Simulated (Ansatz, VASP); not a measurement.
## AlN: VASP beside Ansatz

Contents of INCAR:

```
SYSTEM = AlN
PREC     = Accurate       ! precision mode
ENCUT    = 520            ! plane-wave cutoff, eV
EDIFF    = 1E-6           ! SCF threshold, eV
ISMEAR   = -1             ! smearing method
SIGMA    = 0.03           ! smearing width, eV
LREAL    = .False.        ! projectors in reciprocal space
LASPH    = .True.         ! aspherical terms in the spheres
NELM     = 100            ! most SCF steps
ALGO     = Normal         ! electronic algorithm
ISIF     = 2              ! what is computed and relaxed
LWAVE    = .False.        ! write WAVECAR
LCHARG   = .False.        ! write CHGCAR
GGA      = PS             ! functional
NBANDS   = 16             ! bands
```

The input KPOINTS:

```
regular mesh
0
Gamma
  10 10 6
  0 0 0
```

Contents of POSCAR:

```
AlN
1.0
    3.0901223134      0.0000000000      0.0000000000
   -1.5450611567      2.6761244242      0.0000000000
    0.0000000000      0.0000000000      4.9445895974
Al N
2 2
Direct
    0.3333333333      0.6666666667      0.0000000000
    0.6666666667      0.3333333333      0.5000000000
    0.3333333333      0.6666666667      0.3850000000
    0.6666666667      0.3333333333      0.8850000000
```

Input for Ansatz:

```yaml
crystal:
  lattice:
    - [3.0901223134, 0.0, 0.0]
    - [-1.5450611567, 2.6761244242, 0.0]
    - [0.0, 0.0, 4.9445895974]
  atoms:
    - { symbol: Al, position: [0.3333333333, 0.6666666667, 0.0] }
    - { symbol: Al, position: [0.6666666667, 0.3333333333, 0.5] }
    - { symbol: "N", position: [0.3333333333, 0.6666666667, 0.385] }
    - { symbol: "N", position: [0.6666666667, 0.3333333333, 0.885] }
kpoints:
  mp_grid: { grid: [10, 10, 6] }
  band_path:
    path:
      - [0.0, 0.0, 0.0]
      - [0.5, 0.0, 0.0]
      - [0.3333333333, 0.3333333333, 0.0]
      - [0.0, 0.0, 0.0]
      - [0.0, 0.0, 0.5]
      - [0.5, 0.0, 0.5]
      - [0.3333333333, 0.3333333333, 0.5]
      - [0.0, 0.0, 0.5]
      - [0.5, 0.0, 0.5]
    npoints: 5
scf:
  occupations: { method: fermi_dirac, width: 0.03 }
hamiltonian:
  xc: pbesol
  pseudopotentials: { kind: all_electron, lapw: { basis_error: 0.001 } }
output:
  forces: true
  stress: true
  eigenvalues: true
```

Change from the starting cell: volume scaled by 0.98.

Alike in both runs: task single point; functional PBEsol; k mesh 10 × 10 × 6; occupations fermi-dirac, width 0.03 eV; no spin polarisation.

|  | VASP | Ansatz |
| --- | --- | --- |
| version | VASP 6.6.1 | Ansatz 0.2.0 |
| potentials or method | VASP PAW PBE potentials, release 64 (Al, N) | all-electron LAPW, scalar-relativistic |
| plane-wave cutoff (eV) | 520 | see its input |

VASP gave:

* gap on the k mesh at the Fermi level (eV): 4.27
* pressure (GPa): 4.8
* largest component of the traceless stress (GPa): 1.69
* rms of the force components (eV/Å): 0.103

Which values does Ansatz return?

gap on the k mesh at the Fermi level (eV): 4.26; pressure (GPa): 4.7; largest component of the traceless stress (GPa): 1.66; rms of the force components (eV/Å): 0.103.

Atom by atom the forces differ by 0.000 eV/Å (rms over components). Ansatz ran all-electron here, so the differences hold the error of VASP's frozen core and of both bases.

Caveats: the PAW data sets were made with another functional, which shifts forces and pressure a little (VASP). A k mesh can miss the band edges.
